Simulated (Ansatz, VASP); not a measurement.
# Two plane-wave programs on TiB2

```
Ti B
1.0
     3.02920    0.00000    0.00000
    -1.51460    2.62336    0.00000
     0.00000    0.00000    3.22840
Ti B
1 2
Direct
  0.00000 0.00000 0.00000
  0.33333 0.66667 0.50000
  0.66667 0.33333 0.50000
```

Alike in both runs: task relaxation of cell and atoms; functional PBE; k mesh 15 × 15 × 14; occupations gaussian, width 0.1 eV; no spin polarisation.

|  | VASP | Ansatz |
| --- | --- | --- |
| version | VASP 6.6.1 | Ansatz 0.2.0 |
| potentials or method | VASP PAW PBE potentials, release 64 (Ti_sv, B) | scalar-relativistic, plane waves, PAW |
| plane-wave cutoff (eV) | 600 | 420 |
| valence electrons in the cell | 18 | 18 |

Ansatz gave:

```
gap on the k mesh at the Fermi level, each at its own relaxed structure (eV) : none
relaxed volume (Å³/atom)                                                     : 8.55
relaxed cell length with the largest relative difference (Å)                 : 3.032
```

Which values does VASP return?

gap on the k mesh at the Fermi level, each at its own relaxed structure (eV): none; relaxed volume (Å³/atom): 8.56; relaxed cell length with the largest relative difference (Å): 3.033.

A gap of «none» marks a metal or a gap that the smearing closes.
